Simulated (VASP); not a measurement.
# Li (R-3m) in VASP: a series of runs, part 2 of 2

VASP 6.6.1.

### Step 4. Single point, PBE

INCAR

```
ALGO = Fast ; EDIFF = 1E-6
ENCUT = 520 ; GGA = PE
ISIF = 2 ; ISMEAR = 0
LASPH = T ; LCHARG = T
LELF = T ; LREAL = F
LVHAR = T ; LWAVE = F
NBANDS = 10 ; NELM = 100
PREC = Accurate ; SIGMA = 0.1
```

KPOINTS

```
k-points
0
Gamma
  6 6 6
```

POSCAR

```
Li
1.0
    1.7868739626      1.0316521633      4.2787836520
   -1.7868739626      1.0316521633      4.2787836520
    0.0000000000     -2.0633043267      4.2787836520
Li
2
Direct
    0.0577000000      0.0577000000      0.0577000000
    0.9423000000      0.9423000000      0.9423000000
```

The run is started by

```sh
$ cat potpaw_PBE.64/Li_sv/POTCAR > POTCAR
$ mpirun -np 1 vasp_std > vasp.out
```

It took 24 s on 1 thread of Intel Xeon Platinum 8488C (Sapphire Rapids), shared host; peak memory 0.18 GiB.

The run converged. Its results:

```yaml
Free_energy: -1.6604 eV
Largest_force: 4.300 eV/Å
Band_gap_on_the_k_mesh: none (metal or under the smearing width)
```

Forces in eV/Å, atoms in the order of the input:
```
Li   0.000  0.000  4.300
Li   0.000  0.000 -4.300
```

Levels at points of the mesh, in eV from the Fermi level:
```tsv
k point	band 1	band 2	band 3	band 4	band 5	band 6
(0.00, 0.00, 0.00)	-49.19	-48.03	-3.01	2.55	5.16	7.18
(0.50, 0.00, 0.00)	-49.19	-48.03	-0.79	1.35	4.32	5.53
(0.50, 0.50, 0.00)	-49.19	-48.03	-0.27	1.85	3.31	3.55
(0.50, 0.50, 0.50)	-49.19	-48.03	-1.37	-1.20	6.81	6.81
```

Caveat: the cutoff is under 1.25 times the usual one of these potentials, so pressure, stress and relaxed cells hold a basis-set (Pulay) error; forces of over 1 eV/Å show positions far from the minimum, so gaps and moduli don't describe the material at rest.

### Step 5. Single point, PBE

This run uses another cell than the first one, of 19.96 Å³/atom, 0.844 times its volume.

INCAR

```
ALGO = Normal
EDIFF = 1E-6
ENCUT = 520
GGA = PE
ISIF = 2
ISMEAR = 0
LASPH = True
LCHARG = True
LELF = True
LREAL = False
LVHAR = True
LWAVE = False
NBANDS = 10
NELM = 100
PREC = Accurate
SIGMA = 0.1
```

KPOINTS

```
k-points
0
Gamma
  6 6 4
```

POSCAR

```
Li
1.0
    2.6889406073     -1.5532281416     -0.4678955888
    2.6889406073      1.5532281416     -0.4678955888
   -2.6050007002      0.0000000000      5.2331855071
Li
2
Direct
   -0.0003519286     -0.0003519286      0.2502617850
    1.0003519286      1.0003519286      0.7497382150
```

The run is started by

```sh
$ cat potpaw_PBE.64/Li_sv/POTCAR > POTCAR
$ mpirun -np 1 vasp_std > vasp.out
```

It took 5.3 s on 1 thread of Intel Xeon 6975P-C (Granite Rapids), shared host; peak memory 0.16 GiB.

It converged, with:

* Free energy: -3.7974 eV
* Largest force: 0.005 eV/Å
* Band gap on the k mesh: none (metal or under the smearing width)

Forces in eV/Å, atoms in the order of the input:
```
Li   0.001  0.000 -0.004
Li  -0.001  0.000  0.004
```

Levels at points of the mesh, in eV from the Fermi level:
| k point | band 1 | band 2 | band 3 | band 4 | band 5 | band 6 | band 7 | band 8 |
| --- | --- | --- | --- | --- | --- | --- | --- | --- |
| (0.00, 0.00, 0.00) | -46.46 | -46.44 | -3.52 | 0.52 | 3.70 | 11.65 | 12.18 | 13.86 |
| (0.50, 0.00, 0.00) | -46.45 | -46.44 | -0.13 | 1.76 | 2.80 | 4.99 | 7.73 | 9.20 |
| (0.50, 0.50, 0.00) | -46.44 | -46.44 | -0.06 | 1.33 | 2.91 | 4.55 | 8.02 | 9.86 |
| (0.00, 0.00, 0.50) | -46.45 | -46.45 | -2.27 | -2.27 | 9.44 | 9.46 | 12.32 | 12.35 |
| (0.50, 0.00, 0.50) | -46.44 | -46.44 | 0.47 | 0.48 | 4.44 | 4.44 | 9.24 | 9.25 |
| (0.50, 0.50, 0.50) | -46.44 | -46.44 | 0.31 | 0.32 | 4.70 | 4.72 | 8.76 | 8.77 |

Caveat: the k mesh is coarse (spacing up to 0.41 Å⁻¹), so the values aren't converged; the cutoff is under 1.25 times the usual one of these potentials, so pressure, stress and relaxed cells hold a basis-set (Pulay) error.

### Step 6. Relaxation of cell and atoms, PBE

This run uses another cell than the first one, of the same volume but with other edges.

INCAR

```
ALGO     = Normal         # electronic algorithm
EDIFF    = 1E-6           # SCF threshold, eV
EDIFFG   = -0.04          # ionic threshold
ENCUT    = 600            # plane-wave cutoff, eV
GGA      = PE             # functional
IBRION   = 2              # ionic algorithm
ISIF     = 3              # what is computed and relaxed
ISMEAR   = 0              # smearing method
LASPH    = T              # aspherical terms in the spheres
LCHARG   = F              # write CHGCAR
LREAL    = F              # projectors in reciprocal space
LWAVE    = F              # write WAVECAR
NELM     = 100            # most SCF steps
NSW      = 90             # ionic steps
PREC     = Accurate       # precision mode
SIGMA    = 0.1            # smearing width, eV
```

KPOINTS is that of step 5.

POSCAR

```
Li
1.0
    2.9953502277     -1.9009912883      0.0000000000
    2.9953502277      1.9009912883      0.0000000000
   -2.1787278341      0.0000000000      4.1556700721
Li
2
Direct
    0.0640000000      0.0640000000      0.1530000000
    0.9360000000      0.9360000000      0.8470000000
```

Potentials or basis: VASP PAW PBE potentials, release 64 (Li_sv).

The run is started by

```sh
$ cat potpaw_PBE.64/Li_sv/POTCAR > POTCAR
$ mpirun -np 1 vasp_std > vasp.out
```

Run time: 1.8 min. Hardware: 1 thread of Intel Xeon 6975P-C (Granite Rapids), shared host; peak memory 0.16 GiB.

It converged, with:

| Item | Value |
| --- | --- |
| Free energy | -3.7945 eV |
| Relaxed volume | 19.49 Å³/atom |
| Relaxed cell | a = 3.035 Å, b = 3.035 Å, c = 4.751 Å, α = 93.31°, β = 93.31°, γ = 63.27° |
| Space group after relaxing (to 0.05 Å) | C2/m (No. 12) |
| Energy gained by relaxing | 1669.3 meV/atom |
| Ionic steps | 30 |
| Pressure after relaxing | 0.0 GPa |
| Largest force after relaxing | 0.009 eV/Å |
| Band gap on the k mesh | none (metal or under the smearing width) |

Forces on the atoms (eV/Å):
```
Li  -0.003  0.000  0.009
Li   0.003  0.000 -0.009
```

Stress tensor (GPa, compression positive):
```
-0.07  0.00 -0.01
 0.00 -0.23  0.00
-0.01  0.00  0.30
```

Step by step:
| step | energy change (eV) | largest force (eV/Å) | pressure (GPa) | volume (Å³) |
| --- | --- | --- | --- | --- |
| 1 | 0.0000 | 7.5133 | 3.42 | 47.33 |
| 2 | -3.0358 | 0.5631 | -2.13 | 49.78 |
| 3 | -3.0845 | 0.4181 | -2.28 | 49.91 |
| 4 | -3.1422 | 0.1691 | -2.46 | 50.11 |
| 5 | -3.1116 | 0.2474 | -2.79 | 50.36 |
| 6 | -3.1537 | 0.0357 | -2.53 | 50.21 |
| 7 | -3.1526 | 0.0607 | -2.51 | 50.18 |
| 8 | -3.1968 | 0.0383 | -1.96 | 47.20 |
| 9 | -3.2435 | 0.0678 | -0.70 | 42.25 |
| 10 | -3.1823 | 0.2673 | 3.75 | 33.39 |
| 11 | -3.2497 | 0.0982 | -0.01 | 40.22 |
| 12 | -3.2498 | 0.1037 | 0.13 | 39.91 |
| 13 | -3.2549 | 0.0911 | 0.12 | 39.77 |
| 14 | -3.2653 | 0.0533 | 0.10 | 39.28 |
| 15 | -3.2654 | 0.0470 | 0.09 | 39.11 |
| 16 | -3.2689 | 0.0553 | 0.08 | 39.05 |
| 17 | -3.2757 | 0.1000 | 0.03 | 38.82 |
| 18 | -3.2742 | 0.1917 | -0.09 | 38.20 |
| 19 | -3.2833 | 0.1949 | -0.06 | 38.06 |
| 20 | -3.2847 | 0.2073 | 0.07 | 37.51 |
| 21 | -3.2908 | 0.1990 | -0.01 | 37.82 |
| 22 | -3.2984 | 0.1807 | 0.12 | 37.82 |
| 23 | -3.3080 | 0.1343 | 0.48 | 37.77 |
| 24 | -3.3155 | 0.1180 | 0.19 | 38.34 |
| 25 | -3.3200 | 0.1335 | -0.27 | 39.30 |
| 26 | -3.3248 | 0.1149 | -0.21 | 39.23 |
| 27 | -3.3338 | 0.0637 | -0.06 | 38.98 |
| 28 | -3.3328 | 0.0386 | 0.25 | 38.45 |
| 29 | -3.3358 | 0.0168 | 0.10 | 38.71 |
| 30 | -3.3386 | 0.0091 | 0.00 | 38.99 |

Final structure:
```
Li
1.0
     2.55127   -1.59173    0.40733
     2.55127    1.59173    0.40733
    -1.06568    0.00000    4.63017
Li
2
Cartesian
  0.6291 0.0000 1.2942
  3.4078 0.0000 4.1506
```

Levels at points of the mesh, in eV from the Fermi level:
```
           k point  band 1  band 2  band 3  band 4  band 5  band 6
(0.00, 0.00, 0.00)  -46.38  -46.36   -3.51    0.42    3.67   11.65
(0.50, 0.00, 0.00)  -46.36  -46.36   -0.19    0.85    4.83    6.00
(0.50, 0.50, 0.00)  -46.36  -46.35    0.06    1.55    5.04    6.51
(0.00, 0.00, 0.50)  -46.37  -46.37   -2.28   -2.27    9.23    9.33
(0.50, 0.00, 0.50)  -46.36  -46.36    0.44    0.75    3.36    3.73
(0.50, 0.50, 0.50)  -46.36  -46.35    0.76    1.31    3.56    4.25
```

Caveat: the k mesh is coarse (spacing up to 0.38 Å⁻¹), so the values aren't converged; the cutoff is under 1.25 times the usual one of these potentials, so pressure, stress and relaxed cells hold a basis-set (Pulay) error; the volume moved by over 15 % at a fixed basis, so the end points are rough.

### Step 7. The runs side by side

```tsv
task	cell	k mesh	cutoff (eV)	mesh quality	gap on the mesh (eV)	pressure (GPa)	relaxed volume (Å³/atom)	largest force (eV/Å)
relaxation of cell and atoms	relaxed	6 × 6 × 6	600	not flagged	none	0.0	20.18	0.02
single point	R-3m, 20.34 Å³/atom	21 × 21 × 21	520	not flagged	none	-	-	-
single point	R-3m, 23.66 Å³/atom	6 × 6 × 6	520	not flagged	none	-	-	4.30
single point	C2/m, 19.96 Å³/atom	6 × 6 × 4	520	coarse	none	-	-	-
relaxation of cell and atoms	relaxed	6 × 6 × 4	600	coarse	none	0.0	19.49	0.01
```

Alike in all rows: level PBE; potentials or basis VASP PAW PBE potentials, release 64 (Li_sv); no spin polarisation; smearing gaussian 0.1 eV.

Caveats: some runs use coarse meshes; the cutoff is under 1.25 times the usual one of these potentials, so pressure, stress and relaxed cells hold a basis-set (Pulay) error; forces of over 1 eV/Å show positions far from the minimum, so gaps and moduli don't describe the material at rest (some runs); the volume moved by over 15 % at a fixed basis, so the end points are rough (some runs).

Total energies depend on the potentials used, so only differences within one code and one set of settings carry meaning.
